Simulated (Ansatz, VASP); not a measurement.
One calculation of S, two programs

INCAR

```
PREC = Accurate ; ENCUT = 600
EDIFF = 1E-6 ; ISMEAR = 0
SIGMA = 0.1 ; LREAL = False
LASPH = True ; NELM = 100
ALGO = Normal ; ISIF = 3
LWAVE = False ; LCHARG = False
GGA = PE ; IBRION = 2
NSW = 100 ; EDIFFG = -0.01
```

The input KPOINTS:

```
regular mesh
0
Gamma
  12 12 10
```

File POSCAR:

```
S
1.0
    4.1559899663      0.0000000000      0.0000000000
    0.0000000000      4.1559899663      0.0000000000
    0.0000000000      0.0000000000      4.7114092604
S
3
Direct
    0.5000000000      0.5000000000      0.7567530437
    0.0000000000      0.5000000000      0.9486734781
    0.5000000000      0.0000000000      0.9486734781
```

Input for Ansatz:

```yaml
crystal:
  lattice:
    - [4.1559899663, 0.0, 0.0]
    - [0.0, 4.1559899663, 0.0]
    - [0.0, 0.0, 4.7114092604]
  atoms:
    - { symbol: S, position: [0.5, 0.5, 0.7567530437] }
    - { symbol: S, position: [0.0, 0.5, 0.9486734781] }
    - { symbol: S, position: [0.5, 0.0, 0.9486734781] }
basis:
  ecutwfc: 420
kpoints:
  mp_grid: { grid: [12, 12, 10] }
hamiltonian:
  xc: pbe
scf:
  occupations: { method: gaussian, width: 0.1 }
output:
  forces: true
  stress: true
  eigenvalues: true
relax:
  adjacent_minimum: "off"
  f_tol: 0.01
  max_steps: 80
  cell: { stress_tol: 0.05 }
```

Alike in both runs: task relaxation of cell and atoms; functional PBE; k mesh 12 × 12 × 10; occupations gaussian, width 0.1 eV; no spin polarisation.

|  | VASP | Ansatz |
| --- | --- | --- |
| version | VASP 6.6.1 | Ansatz 0.2.0 |
| potentials or method | VASP PAW PBE potentials, release 64 (S) | scalar-relativistic, plane waves, PAW |
| plane-wave cutoff (eV) | 600 | 420 |
| valence electrons in the cell | 18 | 18 |

```csv
,VASP,Ansatz,Ansatz less VASP
"gap on the k mesh at the Fermi level, each at its own relaxed structure (eV)",none,none,-
relaxed volume (Å³/atom),27.03,27.17,+0.148
relaxed cell length with the largest relative difference (Å),4.703,4.717,+0.0137
```

A gap of «none» marks a metal or a gap that the smearing closes.

Caveats: this functional lacks dispersion, which binds the layers, so the pressure and a relaxed spacing across them are unreliable.
